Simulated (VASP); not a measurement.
Method: optB88-vdW, VASP's PBE PAW potentials (set 64) (plane waves; VASP).

The input files of a VASP run:

**POSCAR**
```
CaF2
1.0
  0.0000000000   2.7137071620   2.7137071620
  2.7137071620   0.0000000000   2.7137071620
  2.7137071620   2.7137071620   0.0000000000
Ca F
1 2
Direct
  1.0000000000   0.0000000000   1.0000000000
  0.2500000000   0.2500000000   0.2500000000
  0.7500000000   0.7500000000   0.7500000000
```

File KPOINTS:
```
Automatic
0
gamma
 6 6 6
0 0 0
```

INCAR:
```
LWAVE = .FALSE.
SIGMA = 0.05   ! width (eV)
PARAM2 = 0.22
SYSTEM = CaF2
ISIF = 3   ! ions, shape and volume
ALGO = Normal
NSW = 60   ! most ionic steps
EDIFFG = -0.02   ! ionic stop
NELM = 100   ! most electronic steps
LUSE_VDW = .TRUE.
IBRION = 2   ! conjugate gradients
LREAL = .FALSE.   ! projection in real space or not
LCHARG = .FALSE.
EDIFF = 1E-6   ! SCF stop (eV)
ISMEAR = 0
ENCUT = 520   ! plane-wave cut-off (eV)
LASPH = .TRUE.   ! aspherical one-centre terms
PARAM1 = 0.1833333333
GGA = BO
PREC = Accurate
AGGAC = 0.0
```

POTCAR, in this order: Ca_sv F (PBE.64 set). Program: vasp_std.

The resulting files:

**OUTCAR**
```
 ion  position               nearest neighbor table
   1  0.000  0.000  0.000-   3 2.35   3 2.35   3 2.35   2 2.35   2 2.35   2 2.35   3 2.35   2 2.35
  LATTYP: Found a face centered cubic cell.
 ALAT       =     5.4274143240
 Subroutine PRICEL returns:
 Original cell was already a primitive cell.
 Subroutine GETGRP returns: Found 48 space group operations
The static configuration has the point symmetry O_h .
The dynamic configuration has the point symmetry O_h .
 Subroutine INISYM returns: Found 48 space group operations
 Subroutine IBZKPT returns following result:
 Found     16 irreducible k-points:

 Following reciprocal coordinates:
            Coordinates               Weight
  0.000000  0.000000  0.000000      1.000000
  0.166667  0.000000  0.000000      8.000000
  0.333333  0.000000  0.000000      8.000000
  0.500000  0.000000  0.000000      4.000000
  0.166667  0.166667  0.000000      6.000000
  0.333333  0.166667  0.000000     24.000000
  0.500000  0.166667  0.000000     24.000000
 -0.333333  0.166667  0.000000     24.000000
 -0.166667  0.166667  0.000000     12.000000
  0.333333  0.333333  0.000000      6.000000
...
```

### OSZICAR
```
       N       E                     dE             d eps       ncg     rms          rms(c)
DAV:   1     0.227830581224E+03    0.22783E+03   -0.14077E+04   512   0.154E+03
DAV:   2    -0.384955801657E+01   -0.23168E+03   -0.22872E+03   688   0.393E+02
DAV:   3    -0.127488582419E+02   -0.88993E+01   -0.88953E+01   528   0.878E+01
DAV:   4    -0.131066059286E+02   -0.35775E+00   -0.35766E+00   896   0.133E+01
DAV:   5    -0.131096515649E+02   -0.30456E-02   -0.30456E-02   528   0.131E+00    0.835E+00
DAV:   6    -0.115928830081E+02    0.15168E+01   -0.81335E+00   520   0.202E+01    0.305E+00
DAV:   7    -0.115778332354E+02    0.15050E-01   -0.20936E-01   680   0.411E+00    0.163E+00
DAV:   8    -0.115711577401E+02    0.66755E-02   -0.29172E-02   552   0.218E+00    0.197E-01
DAV:   9    -0.115721434135E+02   -0.98567E-03   -0.53573E-03   728   0.574E-01    0.115E-01
DAV:  10    -0.115724264404E+02   -0.28303E-03   -0.37506E-04   544   0.179E-01    0.322E-02
DAV:  11    -0.115724206890E+02    0.57514E-05   -0.72721E-05   672   0.879E-02    0.101E-02
DAV:  12    -0.115724214027E+02   -0.71372E-06   -0.75129E-06   712   0.268E-02
   1 F= -.11572421E+02 E0= -.11572421E+02  d E =-.115724E+02
       N       E                     dE             d eps       ncg     rms          rms(c)
DAV:   1    -0.116756173170E+02   -0.10320E+00   -0.23102E+00   624   0.158E+01    0.240E+00
DAV:   2    -0.115860461746E+02    0.89571E-01   -0.44585E-01   536   0.549E+00    0.602E-01
DAV:   3    -0.115776786889E+02    0.83675E-02   -0.15684E-02   776   0.158E+00    0.260E-01
DAV:   4    -0.115763800597E+02    0.12986E-02   -0.10556E-02   816   0.845E-01    0.950E-02
DAV:   5    -0.115764086865E+02   -0.28627E-04   -0.16459E-04   584   0.134E-01    0.856E-02
DAV:   6    -0.115766024616E+02   -0.19378E-03   -0.36496E-04   856   0.148E-01    0.161E-02
DAV:   7    -0.115765982398E+02    0.42219E-05   -0.11749E-05   792   0.396E-02    0.509E-03
DAV:   8    -0.115765980001E+02    0.23966E-06   -0.14735E-06   640   0.147E-02
   2 F= -.11576598E+02 E0= -.11576598E+02  d E =-.417660E-02
```

OUTCAR:
```
------------------------ aborting loop because EDIFF is reached ----------------------------------------
  FORCE on cell =-STRESS in cart. coord.  units (eV):
  Direction    XX          YY          ZZ          XY          YZ          ZX
  --------------------------------------------------------------------------------------
  Total       -0.0441871     -0.0441871     -0.0441871      0.0000000      0.0000000      0.0000000
  in kB       -1.7344386     -1.7344386     -1.7344386      0.0000000      0.0000000      0.0000000
  external PRESSURE =      -1.7344386 kB  Pullay stress =       0.0000000 kB
  volume of cell :       40.82
      direct lattice vectors                 reciprocal lattice vectors
    -0.000000000  2.732786433  2.732786433    -0.182963438  0.182963438  0.182963438
     2.732786433  0.000000000  2.732786433     0.182963438 -0.182963438  0.182963438
     2.732786433  2.732786433 -0.000000000     0.182963438  0.182963438 -0.182963438
 POSITION                                       TOTAL-FORCE (eV/Angst)
 -----------------------------------------------------------------------------------
      2.73279      0.00000      2.73279        -0.000000      0.000000     -0.000000
      1.36639      1.36639      1.36639        -0.000000     -0.000000     -0.000000
      4.09918      4.09918      4.09918         0.000000      0.000000      0.000000
 -----------------------------------------------------------------------------------
    total drift:                                0.000000     -0.000000      0.000000
  FREE ENERGIE OF THE ION-ELECTRON SYSTEM (eV)
  ---------------------------------------------------
  free  energy   TOTEN  =       -11.5765980001 eV

  energy  without entropy=      -11.5765980001  energy(sigma->0) =      -11.57659800

 reached required accuracy - stopping structural energy minimisation
```
(Selected blocks of OUTCAR.)

CONTCAR:
```
CaF2
   1.00000000000000
    -0.0000000000000000    2.7327864332832013    2.7327864332832013
     2.7327864332832013    0.0000000000000000    2.7327864332832013
     2.7327864332832013    2.7327864332832013   -0.0000000000000000
  Ca              F
     1     2
Direct
     0.0000000000000000    1.0000000000000000    0.0000000000000000
     0.2500000000000000    0.2500000000000000    0.2500000000000000
     0.7500000000000000    0.7500000000000000    0.7500000000000000
```

### OUTCAR
```
 val. band max:       -1.2834459517   @ k =   0.5000   0.5000   0.0000

 cond. band min:       5.9485151498   @ k =   0.0000   0.0000   0.0000


 Fermi energy:        -0.9796310724

 k-point     1 :       0.0000    0.0000    0.0000
  band No.  band energies     occupation
      1     -37.1942      2.00000
      2     -21.0760      2.00000
      3     -20.3010      2.00000
      4     -18.1993      2.00000
      5     -18.1993      2.00000
      6     -18.1993      2.00000
      7      -3.3734      2.00000
      8      -3.3734      2.00000
      9      -3.3734      2.00000
     10      -1.5410      2.00000
     11      -1.5410      2.00000
     12      -1.5410      2.00000
     13       5.9485      0.00000
     14       7.8946      0.00000
     15       7.8946      0.00000
     16       9.9525      0.00000

 k-point     2 :       0.1667    0.0000    0.0000
  band No.  band energies     occupation
      1     -37.1859      2.00000
      2     -21.1424      2.00000
      3     -20.3730      2.00000
      4     -18.2097      2.00000
      5     -18.2097      2.00000
      6     -18.0778      2.00000
      7      -3.2531      2.00000
      8      -3.2531      2.00000
      9      -3.1603      2.00000
     10      -1.8377      2.00000
     11      -1.6627      2.00000
     12      -1.6627      2.00000
     13       6.6159      0.00000
     14       7.9449      0.00000
     15       7.9449      0.00000
     16       9.7181      0.00000

 k-point     3 :       0.3333    0.0000    0.0000
  band No.  band energies     occupation
      1     -37.1693      2.00000
      2     -21.2124      2.00000
      3     -20.5852      2.00000
      4     -18.2303      2.00000
      5     -18.2303      2.00000
      6     -17.8233      2.00000
      7      -2.9727      2.00000
      8      -2.9727      2.00000
      9      -2.7498      2.00000
     10      -2.3237      2.00000
     11      -1.9348      2.00000
     12      -1.9348      2.00000
     13       7.8308      0.00000
...
```

Energy and stress use the plane-wave basis of the starting cell.

The compound is CaF2 in the fluorite structure. This run relaxes it. Symmetry was kept, so distortions that lower it aren't found. The start is the result of an earlier pass.
